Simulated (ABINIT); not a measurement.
# CdTe in ABINIT: the effect of target pressure

The system is CdTe.

```
CELL_PARAMETERS angstrom
0.00000 3.20500 3.20500
3.20500 0.00000 3.20500
3.20500 3.20500 0.00000
ATOMIC_POSITIONS crystal
Te 0.75000 0.75000 0.75000
Cd 0.00000 0.00000 0.00000
```

Alike in all runs:

- Program: ABINIT 10.8.3 (patched build)
- Task: relaxation of cell and atoms
- Functional: PBE
- Potentials or basis: JTH PAW PBE v2.0
- Cutoff: 599 eV
- k mesh: 7 × 7 × 7
- Occupations: fermi-dirac, width 0.05 eV
- Spin: no spin polarisation

Each run relaxes the cell or the atoms first.

```csv
target pressure,relaxed volume (Å³/atom),gap on the mesh (eV)
0 GPa,36.24,0.59
5 GPa,32.55,0.91
10 GPa,30.26,1.14
20 GPa,27.30,1.45
30 GPa,?,?
```

**Question.** What does the run with target pressure 30 GPa give?

**Answer.** Relaxed volume 25.38 Å³/atom; gap on the mesh 1.66 eV.

Worked out: In Murnaghan's law V^(-B') rises as a straight line in P. The other rows fit best with B' = 4.1, V0 = 36.23 Å³/atom and B0 = 37 GPa, which gives 25.41 Å³/atom at 30 GPa, against the run's 25.38. A parabola through the other rows of the gap on the mesh, of slope -0.0074 eV per GPa there, extrapolates to 1.50 eV, against the run's 1.66.

Caveats: spin-orbit coupling is left out, which moves the levels of the heavy elements; the volume moved by over 15 % at a fixed basis, so the end points are rough (some runs); an odd mesh through Γ misses points on the zone boundary, where band edges often lie (some runs); the atomic spheres overlap (some runs).
